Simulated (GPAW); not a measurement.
SnSe2:

```
Sn Se
1.0
     3.81100    0.00000    0.00000
    -1.90550    3.30042    0.00000
     0.00000    0.00000    6.13600
Sn Se
1 2
Direct
  0.00000 0.00000 0.00000
  0.66667 0.33333 0.75100
  0.33333 0.66667 0.24900
```

Base run:

```yaml
Program: GPAW 26.7.0
Functional: vdW-DF2
Potentials_or_basis: GPAW PAW data sets (gpaw-data 1.2.1)
Cutoff: 600 eV
Basis: pw
k_mesh: 6 × 6 × 3
Occupations: fermi-dirac, width 0.05 eV
Spin: spin-orbit coupling, no magnetisation
```

Its results: band gap on the k mesh 0.69 eV, indirect (least direct gap 0.90 eV); largest force 1.486 eV/Å.

**Question.** The run is repeated on the same cell with these changes: functional from vdW-DF2 to vdW-DF; band points from 100 to 80. What comes out?

**Answer.** Band gap on the k mesh 0.78 eV, indirect (least direct gap 1.09 eV); largest force 1.159 eV/Å.

Caveats: spin-orbit coupling was added after a scalar SCF, so levels and gaps hold it while energy, forces, pressure and moments don't; this program's spin-orbit splittings come out too wide for heavy elements; the PAW data sets were made with another functional, which shifts forces and pressure a little.
